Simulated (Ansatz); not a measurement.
ScAl:

```
CELL_PARAMETERS angstrom
3.37035 0.00000 0.00000
0.00000 3.37035 0.00000
0.00000 0.00000 3.37035
ATOMIC_POSITIONS crystal
Sc 0.50000 0.50000 0.50000
Al 0.00000 0.00000 0.00000
```

The cell comes from a database or a generator and needn't be the stable form of this composition.

| Property | Result |
| --- | --- |
| Program | Ansatz 0.2.0 |
| Task | relaxation of cell and atoms |
| Functional | LDA |
| Potentials or basis | Ansatz PAW |
| Cutoff | 420 eV (not typed: the program's choice for these potentials) |
| k mesh | 8 × 8 × 8 |
| Occupations | fermi-dirac, width 0.05 eV |
| Spin | no spin polarisation |

At the start: volume 19.14 Å³/atom.

Where does the relaxation end?

It ends after 5 steps and the volume is 18.10 Å³/atom (-5.4 %); space group Pm-3m (No. 221, to 0.05 Å).

Step by step:
| step | energy change (eV) | largest force (eV/Å) | volume (Å³) |
| --- | --- | --- | --- |
| 1 | 0.0000 | 0.0000 | 38.28 |
| 2 | -0.0139 | 0.0000 | 34.75 |
| 3 | -0.0303 | 0.0000 | 36.32 |
| 4 | -0.0304 | 0.0000 | 36.20 |
| 5 | -0.0301 | 0.0000 | 36.20 |

Final structure:
```yaml
crystal:
  lattice:
    - [3.30817, 0.00000, 0.00000]
    - [0.00000, 3.30817, 0.00000]
    - [0.00000, 0.00000, 3.30817]
  atoms:
    - { symbol: Sc, position: [0.50000, 0.50000, 0.50000] }
    - { symbol: Al, position: [0.00000, 0.00000, 0.00000] }
```

Caveat: the plane-wave basis is chosen anew once the cell has moved, so the energies of steps on either side of that aren't comparable; the PAW data sets come from PBE, with cores solved anew for the run's functional, which leaves a small shift of forces and pressure.
